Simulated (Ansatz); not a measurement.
Given:

```
CELL_PARAMETERS angstrom
      3.78694     0.00000     0.00000
      0.00000     3.78694     0.00000
      0.00000     0.00000     3.78694
ATOMIC_POSITIONS crystal
  La 0.00000 0.00000 0.00000
  Al 0.50000 0.50000 0.50000
  O  0.00000 0.50000 0.50000
  O  0.50000 0.50000 0.00000
  O  0.50000 0.00000 0.50000
```

No spin polarisation.

1.09 holes added to each cell, a density of 2.0×10^22 cm⁻³, with a uniform compensating background at fixed cell and a 300 K Fermi–Dirac width.

Method: DFT with r2SCAN, PAW potentials and a 500 eV plane-wave cutoff in Ansatz (a first-principles code), no SOC. Settings: 12×12×12 k-points, 0.0259 eV Fermi–Dirac smearing.

### Question
Predict the gap between the host's bands and gap character.

### Answer
The gap between the host's bands comes out as 4.96 eV. The gap character is indirect, R → Γ.

Charged cell with a jellium background: band edges are those of the host's band count, energies are not comparable with the neutral cell, and many-body gap narrowing is missing. No phonon test of stability was made. The cell was made from LaAlO3 in the cubic perovskite structure (space group Pm-3m, No. 221) by this change: holes 2.0×10^22 cm⁻³. Many cubic perovskites are stable only at high temperature; tilts and polar distortions were not tested.
